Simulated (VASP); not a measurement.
Pm, 1 atom in the cell. It takes space group Fm-3m (No. 225, cubic). The conventional cell has a = 5.122 Å, b = 5.122 Å, c = 5.122 Å, α = 90.00°, β = 90.00°, γ = 90.00°. Pm (site symmetry m-3m) is surrounded by 12 Pm at 3.62 Å. The cell was built by a generator and needn't be a form met in nature.

```yaml
Program: VASP 6.6.1
Task: single point
Functional: PBE
Potentials_or_basis: VASP PAW PBE potentials, release 64 (Pm)
Cutoff: 520 eV
k_mesh: 6 × 6 × 6
Occupations: gaussian, width 0.05 eV
Spin: collinear spin, typed start
Starting_moments: "[4.0] μB"
Dipole_correction: no
Further_INCAR_settings: ALGO = Fast; EDIFF = 1e-06; NBANDS = 18
```

Potentials or basis: VASP PAW PBE potentials, release 64 (Pm).

Run with:

```sh
$ cat potpaw_PBE.64/Pm/POTCAR > POTCAR
$ mpirun -np 1 vasp_std > vasp.out
```

Hardware: 1 thread of Intel(R) Xeon(R) Platinum 8488C (Sapphire Rapids), on a shared host.

**Question.** Estimate the wall time of this run.

**Answer.** Run time: 36 s on 1 thread of Intel(R) Xeon(R) Platinum 8488C (Sapphire Rapids), with other jobs on the host, peak memory 0.18 GiB. Counts: scf iterations 26, k points 16.
